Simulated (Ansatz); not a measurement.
**An elastic constant from a strain scan in BN**

These are results of DFT PBE+D3(BJ), scalar-relativistic, plane waves, PAW (Ansatz), not measurements. Cutoff 420 eV, Γ-centred 12×12×12 k-points, Gaussian smearing of 0.05 eV. No spin polarisation. Energies are free energies at this smearing, counted from the undisturbed cell; pressure is positive in compression.

The starting cell (relaxed at this level; this form isn't the usual structure):

```xyz
2
Lattice="0.0000 3.3395 2.1688 1.2538 0.0000 2.1688 1.2538 3.3395 0.0000" Properties=species:S:1:pos:R:3 pbc="T T T"
B     1.2538    3.3395    0.0005
N     1.2538    3.3395    2.8915
```

The cell is strained by ε times the Voigt pattern (1, -1, 0, 0, 0, 0) (xx, yy, zz, yz, xz, xy; engineering shear) with fractional coordinates fixed. The cell holds 2 atoms in V0 = 18.16 Å³. The stress column is τ = (1/V0) dE/dε, got from the stress tensor σ (compression positive) at each point as −det(1 + εP) σ : P(1 + εP)⁻¹, with P the pattern as a tensor.

```
      ε  ΔE (meV/atom)  τ (GPa)
-0.0400         46.021  -42.276
-0.0300         25.359  -30.733
-0.0200         11.044  -19.867
-0.0100          2.713   -9.648
 0.0000          0.000   -0.027
 0.0100          2.588    9.016
 0.0200         10.116   17.523
 0.0300         22.340   25.509
 0.0350         30.108   29.320
 0.0400              ?        ?
```

Problem. Which combination of elastic constants does this scan measure, and how large is it?

Solution. For small ε, τ = τ0 + Kε with K = pᵀCp, which for this pattern is C11 + C22 − 2 C12 in the Cartesian frame shown. The parabola through τ at ε = -0.0100, 0 and 0.0100 has slope K = 933 GPa at zero. The energies per cell, E = NΔE, of the same two points give K = 2[E(ε₊)/ε₊ − E(ε₋)/ε₋]/[(ε₊ − ε₋)V0] = 935 GPa, in agreement. These are clamped-ion values.

Problem. Predict the withheld row at ε = 0.0400 from the harmonic law, and compare.

Solution. ΔE = V0(τ0 ε + Kε²/2)/N = 42.254 meV/atom and τ = 37.30 GPa. The calculation gives 38.936 meV/atom and 33.01 GPa: the energy lies 8 % below the harmonic value.

Forces appear on the atoms along this scan, and letting them relax would lower the energy and soften the response.

Cost: 10 runs of about 0.91 core-minutes in all, on Intel Xeon Platinum 8259CL (Skylake/Cascade Lake) (shared hosts).